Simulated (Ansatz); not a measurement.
In doubt: masses and optical values from hybrid runs of this build are listed as unsure (in some of the runs), which bears on the screening that GW takes from such a start.

The crystal is GaN (F-43m).

```cif
data_structure
_symmetry_space_group_name_H-M 'P 1'
_symmetry_Int_Tables_number 1
_cell_length_a 3.1869
_cell_length_b 3.1869
_cell_length_c 3.1869
_cell_angle_alpha 60.000
_cell_angle_beta 60.000
_cell_angle_gamma 60.000
_cell_volume 22.89
loop_
_atom_site_label
_atom_site_type_symbol
_atom_site_fract_x
_atom_site_fract_y
_atom_site_fract_z
_atom_site_occupancy
Ga1 Ga 0.00000 0.00000 0.00000 1
N2 N 0.75000 0.75000 0.75000 1
```

The cell and positions are those that the Materials Project relaxed with its own functionals (PBE, PBE+U or r2SCAN), kept fixed. This is not the form that GaN usually takes at ambient conditions.

Gaps computed with Ansatz 0.2.0 without a self-energy: HSE06 2.96 eV, r2SCAN 2.13 eV and PBE0 3.65 eV.

What gap should G0W0 on HSE06 give (6×6×6 mesh, 68 empty bands, screening to 120 eV, PAW set soft_1 files)?

About 3.41 eV: on its mesh the run moves the gap from 2.96 eV by +0.45 eV. Among the scalar-relativistic levels given, PBE0 is nearest (+0.24 eV). Bands and cutoff are finite, so the gap is not at the basis limit. The miss can reach some tenths of an eV and take either sign; the mesh is an error of its own. The many-body steps are scalar-relativistic: spin-orbit coupling is not in them.

[Paths, hosts, dates, memory and timing lines, banners, echoed tables and standing remarks are left out of the program output.]

[Logs are printed without paths, hosts, clocks, repeated set-up lines and the standing remarks that a program may print on its own settings, such as how far it seeks lower states.]

[Runs of the session that timed out or met a known fault of the program may be left out.]

[Cells called generated may have been cut or substituted from an entry of the Crystallography Open Database or the Materials Project.]

[Hosts, paths, dates, database ids (printed as entryN), source tags and the programs' standing remarks are cut or masked in the printed files.]
